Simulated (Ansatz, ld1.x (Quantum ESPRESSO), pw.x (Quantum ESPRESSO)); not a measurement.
technetium (Tc): does the PAW potential hold in the solid?

Tc (Z = 43), PAW, made with ld1.x (Quantum ESPRESSO) 7.5 (PBE, scalar-relativistic). Core [Kr], reference 4d5 5s0.5 5p0 (charge +1.5). Waves: 5s (bound): rcut 2.75, rcutus 2.95 bohr; 5s channel at -0.75 Ry: rcut 2.75, rcutus 2.95 bohr; 5p (bound, empty): rcut 1.95, rcutus 2.60 bohr; 5p channel at 2.05 Ry: rcut 1.95, rcutus 2.60 bohr; 4d (bound): rcut 2.00, rcutus 2.65 bohr; 4d channel at 0.15 Ry: rcut 2.00, rcutus 2.65 bohr. Local part: all-electron potential smoothed inside 2.65 bohr (lloc = -1). Core correction: Bessel-smoothed model core, default radius (core density twice the valence density). Augmentation charge: BESSEL, radius 2.00 bohr.

Atomic tests: cutoffs needed: 15 Ry and 25 Ry (the cutoffs (Ry, on a coarse ladder) from which the occupation-weighted sum of valence levels, in a spherical-Bessel basis at the reference potential, stays within 10 and 1 mRy of its value at 400 Ry); ghost test: no extra level below or beside the all-electron valence levels (s, p, d, f tested) (spherical-Bessel basis up to 400 Ry, 20 bohr box); largest excitation error: -64 meV (all-electron minus pseudo) for 4d6 5s0 5p0, out of 7 test configurations.

Crystal test: fcc Tc in pw.x 7.5, no spin, 15³ k-points, Fermi–Dirac smearing 0.01 Ry, cutoffs 40/320 Ry. The lattice is a test structure that the element need not adopt, and mesh and smearing are coarse.

pw.x input:

```
&control
  calculation='scf', prefix='x', pseudo_dir='./', outdir='./tmp', tstress=.true., disk_io='low'
/
&system
  ibrav=0, nat=1, ntyp=1, ecutwfc=40, ecutrho=320, nbnd=11,
  occupations='smearing', smearing='fd', degauss=0.01
/
&electrons
  conv_thr=1e-09, mixing_beta=0.4, electron_maxstep=70
/
ATOMIC_SPECIES
Tc 1.0 Tc.UPF
CELL_PARAMETERS angstrom
  0.00000000 1.93734962 1.93734962
  1.93734962 0.00000000 1.93734962
  1.93734962 1.93734962 0.00000000
ATOMIC_POSITIONS crystal
Tc 0.0000 0.0000 0.0000
K_POINTS automatic
15 15 15 0 0 0
```

```bash
pw.x < Tc.scf.in > Tc.scf.out
```

**Question.** How does the run end?

**Answer.** It converges; the pressure is 2.72 GPa against -0.46 GPa from all-electron LAPW. The largest radius (2.95 bohr) exceeds half the bond length (2.59 bohr), so the spheres overlap, which is one possible source of error among others. The log shows:

```
     scf convergence threshold =      1.0E-09
     Exchange-correlation= SLA  PW   PBX  PBC
     number of k points=   120  Fermi-Dirac smearing, width (Ry)=  0.0100
     iteration #  1     ecut=    40.00 Ry     beta= 0.40
     total energy              =    -272.38883946 Ry
     estimated scf accuracy    <       0.78973328 Ry
     iteration #  2     ecut=    40.00 Ry     beta= 0.40
     total energy              =    -272.41148914 Ry
     estimated scf accuracy    <       0.08401014 Ry
     iteration #  3     ecut=    40.00 Ry     beta= 0.40
     total energy              =    -272.43908017 Ry
     estimated scf accuracy    <       0.00165157 Ry
     iteration #  4     ecut=    40.00 Ry     beta= 0.40
     c_bands:  1 eigenvalues not converged
     total energy              =    -272.43128093 Ry
     estimated scf accuracy    <       0.00127064 Ry
     [... 8 iterations left out ...]
     iteration # 13     ecut=    40.00 Ry     beta= 0.40
     total energy              =    -272.44457006 Ry
     estimated scf accuracy    <       0.00000004 Ry
     iteration # 14     ecut=    40.00 Ry     beta= 0.40
     total energy              =    -272.44457008 Ry
     estimated scf accuracy    <       0.00000017 Ry
     iteration # 15     ecut=    40.00 Ry     beta= 0.40
     total energy              =    -272.44457015 Ry
     estimated scf accuracy    <          8.0E-09 Ry
     iteration # 16     ecut=    40.00 Ry     beta= 0.40
     the Fermi energy is    14.9012 ev
!    total energy              =    -272.44457016 Ry
     estimated scf accuracy    <          1.6E-10 Ry
     smearing contrib. (-TS)   =      -0.00471435 Ry
     The total energy is F=E-TS. E is the sum of the following terms:
     one-electron contribution =      14.57810790 Ry
     hartree contribution      =       1.52037969 Ry
     xc contribution           =     -28.39211403 Ry
     ewald contribution        =     -30.68212895 Ry
     one-center paw contrib.   =    -229.46410043 Ry
     convergence has been achieved in  16 iterations
          total   stress  (Ry/bohr**3)                   (kbar)     P=       27.23
```
